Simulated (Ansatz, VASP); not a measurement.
## KCl: VASP beside Ansatz

File INCAR:

```
ALGO = Normal
EDIFF = 1E-8
ENCUT = 520
GGA = PS
ISIF = 2
ISMEAR = -1
LASPH = True
LCHARG = False
LEFG = True
LREAL = False
LWAVE = False
NBANDS = 15
NELM = 100
PREC = Accurate
SIGMA = 0.02
```

File KPOINTS:

```
k-points
0
Gamma
  7 7 7
```

Contents of POSCAR:

```
KCl
1.0
    3.6340000000      0.0000000000      0.0000000000
    0.0000000000      3.6340000000      0.0000000000
    0.0000000000      0.0000000000      3.6340000000
K Cl
1 1
Direct
    0.0000000000      0.0000000000      0.0000000000
    0.5000000000      0.5000000000      0.5000000000
```

Input for Ansatz:

```yaml
crystal:
  lattice:
    - [3.634, 0.0, 0.0]
    - [0.0, 3.634, 0.0]
    - [0.0, 0.0, 3.634]
  atoms:
    - { symbol: K, position: [0.0, 0.0, 0.0] }
    - { symbol: Cl, position: [0.5, 0.5, 0.5] }
kpoints:
  mp_grid: { grid: [7, 7, 7] }
  band_path:
    path:
      - [0.0, 0.0, 0.0]
      - [0.0, 0.5, 0.0]
      - [0.5, 0.5, 0.0]
      - [0.0, 0.0, 0.0]
      - [0.5, 0.5, 0.5]
      - [0.0, 0.5, 0.0]
      - [0.5, 0.5, 0.5]
      - [0.5, 0.5, 0.0]
    npoints: 14
scf:
  occupations: { method: fermi_dirac, width: 0.02 }
hamiltonian:
  xc: pbesol
  pseudopotentials: { kind: paw }
output:
  forces: true
  stress: true
  eigenvalues: true
  efg: { contact_densities: true }
  populations: true
  bader: true
  dos: { projected: true, de: 0.2, e_range: [-14, 8] }
  write_density: true
  write_potential: true
  elf: true
  volumetric_format: npy
```

Alike in both runs: task electric field gradients; functional PBEsol; k mesh 7 × 7 × 7; occupations fermi-dirac, width 0.02 eV; no spin polarisation.

```csv
,VASP,Ansatz
version,VASP 6.6.1,Ansatz 0.2.0
potentials or method,"VASP PAW PBE potentials, release 64 (K_sv, Cl)","PAW with Ansatz's default frozen-core files, scalar-relativistic"
plane-wave cutoff (eV),520,420
valence electrons in the cell,16,16
```

|  | VASP | Ansatz | Ansatz less VASP |
| --- | --- | --- | --- |
| gap on the k mesh at the Fermi level (eV) | 5.40 | 5.40 | +0.005 |
| pressure (GPa) | 2.4 | 2.3 | -0.09 |
| Vzz of the field gradient on the site that differs most (V/Å²) | 0.0 | 0.0 | 0.00 |

Caveats: the PAW data sets were made with another functional, which shifts forces and pressure a little (VASP); an odd mesh through Γ misses points on the zone boundary, where band edges often lie. As with any semilocal functional, this PBEsol gap is likely too small.
